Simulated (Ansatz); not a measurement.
MgB2:

```
Mg B
1.0
     3.08500    0.00000    0.00000
    -1.54250    2.67169    0.00000
     0.00000    0.00000    3.52300
Mg B
1 2
Direct
  0.00000 0.00000 0.00000
  0.66667 0.33333 0.50000
  0.33333 0.66667 0.50000
```

* Program: Ansatz 0.2.0
* Task: relaxation of cell and atoms
* Functional: PBEsol
* Dispersion: D3(BJ)
* Potentials or basis: Ansatz PAW
* Cutoff: 420 eV (not typed: the program's choice for these potentials)
* k mesh: 10 × 10 × 8
* Occupations: fermi-dirac, width 0.05 eV
* Spin: no spin polarisation

At the start: volume 9.68 Å³/atom.

Question: How do energy, volume and symmetry change on relaxing?

Answer: It ends after 7 steps and the volume is 9.21 Å³/atom (-4.9 %); space group P6/mmm (No. 191, to 0.05 Å).

Step by step:
| step | energy change (eV) | largest force (eV/Å) | volume (Å³) |
| --- | --- | --- | --- |
| 1 | 0.0000 | 0.0000 | 29.04 |
| 2 | -0.0299 | 0.0000 | 28.05 |
| 3 | -0.0335 | 0.0000 | 27.60 |
| 4 | -0.0335 | 0.0000 | 27.63 |
| 5 | -0.0323 | 0.0000 | 27.63 |
| 6 | -0.0323 | 0.0000 | 27.62 |
| 7 | -0.0323 | 0.0000 | 27.62 |

Final structure:
```cif
data_structure
_symmetry_space_group_name_H-M 'P 1'
_symmetry_Int_Tables_number 1
_cell_length_a 3.0472
_cell_length_b 3.0472
_cell_length_c 3.4343
_cell_angle_alpha 90.000
_cell_angle_beta 90.000
_cell_angle_gamma 120.000
_cell_volume 27.62
loop_
_atom_site_label
_atom_site_type_symbol
_atom_site_fract_x
_atom_site_fract_y
_atom_site_fract_z
_atom_site_occupancy
Mg1 Mg 0.00000 0.00000 0.00000 1
B1 B 0.66667 0.33333 0.50000 1
B2 B 0.33333 0.66667 0.50000 1
```

Caveat: the plane-wave basis is chosen anew once the cell has moved, so the energies of steps on either side of that aren't comparable; pairwise dispersion overbinds metals, which lowers pressure and volume; the PAW data sets come from PBE, with cores solved anew for the run's functional, which leaves a small shift of forces and pressure.
